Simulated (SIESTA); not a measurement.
Wanted: an ASE script for a SIESTA 5.4.2 run.

```yaml
Task: band structure
Functional: vdW-DF-cx
Potentials_or_basis: PseudoDojo 0.4 standard (PBE files)
Basis: DZP (energy shift 0.003 Ry; two zetas on semicore shells)
Grid_cutoff: 800 Ry
Energy_shift: 0.003 Ry
k_mesh: 6 × 6 × 6
Occupations: fermi-dirac, width 0.05 eV
Spin: no spin polarisation
```

Crystal: Cu2O (Cuprite).

```
CELL_PARAMETERS angstrom
4.26000 0.00000 0.00000
0.00000 4.26000 0.00000
0.00000 0.00000 4.26000
ATOMIC_POSITIONS crystal
Cu 0.75000 0.25000 0.75000
Cu 0.75000 0.75000 0.25000
Cu 0.25000 0.75000 0.75000
Cu 0.25000 0.25000 0.25000
O 0.50000 0.50000 0.50000
O 0.00000 0.00000 0.00000
```

The input as run:

run.py

```python
from ase import Atoms
from ase.calculators.siesta import Siesta
from ase.units import Ry, GPa

atoms = Atoms(
    ['Cu', 'Cu', 'Cu', 'Cu', 'O', 'O'],
    cell=[
        [4.26, 0.0, 0.0],
        [0.0, 4.26, 0.0],
        [0.0, 0.0, 4.26],
    ],
    scaled_positions=[
        [0.75, 0.25, 0.75],
        [0.75, 0.75, 0.25],
        [0.25, 0.75, 0.75],
        [0.25, 0.25, 0.25],
        [0.5, 0.5, 0.5],
        [0.0, 0.0, 0.0],
    ],
    pbc=True,
)

fdf = {
    'SCFMustConverge': False,
    'OccupationFunction': 'FD',
    'ElectronicTemperature': '0.05 eV',
    'MaxSCFIterations': '120',
    'SCF.Mixer.Method': 'Pulay',
    'SCF.Mixer.Weight': '0.25',
    'SCF.Mixer.History': '8',
    'SCF.DM.Tolerance': '5.0e-05',
    'SCF.H.Tolerance': '1.0e-03 eV',
    'WriteForces': 'true',
    'Charge.Mulliken': 'end',
    'BandLinesScale': 'ReciprocalLatticeVectors',
    'BandLines': ['  1    0.000000   0.000000   0.000000  \\Gamma', ' 11    0.000000   0.500000   0.000000  X', ' 11    0.500000   0.500000   0.000000  M', ' 15    0.000000   0.000000   0.000000  \\Gamma', ' 18    0.500000   0.500000   0.500000  R', ' 15    0.000000   0.500000   0.000000  X', '  1    0.500000   0.500000   0.000000  M', ' 11    0.500000   0.500000   0.500000  R'],
    'PAO.Basis': ['Cu.1 5', 'n=3 0 2', '  2.369 0.000', 'n=4 0 2', '  7.297 0.000', 'n=3 1 2', '  2.657 0.000', 'n=4 1 1', '  7.297', 'n=3 2 2', '  4.908 0.000'],
}
calc = Siesta(
    label="Cu2O",
    command="siesta < PREFIX.fdf > PREFIX.out",
    pseudo_path="pseudos",
    pseudo_qualifier="",
    xc=('VDW', 'BH'),
    basis_set="DZP",
    mesh_cutoff=800 * Ry,
    energy_shift=0.003 * Ry,
    kpts=[6, 6, 6],
    spin="non-polarized",
    fdf_arguments=fdf,
)
atoms.calc = calc

print(f"energy = {atoms.get_potential_energy():.6f} eV")
free = atoms.get_potential_energy(force_consistent=True)
print(f"free energy = {free:.6f} eV")
print("forces (eV/A):")
print(atoms.get_forces(apply_constraint=False).round(6))
print("stress (GPa, Voigt order, tension positive):", (atoms.get_stress() / GPa).round(4))
```

Potentials or basis: PseudoDojo 0.4 standard (PBE files), DZP (energy shift 0.003 Ry; two zetas on semicore shells).

Launch:

```console
$ python run.py
```

Results of the run:

```
Pressure                : -0.3 GPa
Band gap on the k mesh  : 0.48 eV, direct
Band gap along the path : 0.48 eV, direct
```

Caveat: short orbitals over semicore shells can move pressures by several GPa; the potentials were made for another functional, which shifts forces and pressure; the basis of atomic orbitals isn't converged, which shifts pressures, moduli and gaps.

Run time: 2.2 min on 1 thread of Intel(R) Xeon(R) 6975P-C (Granite Rapids) (shared host), peak memory 0.67 GiB.
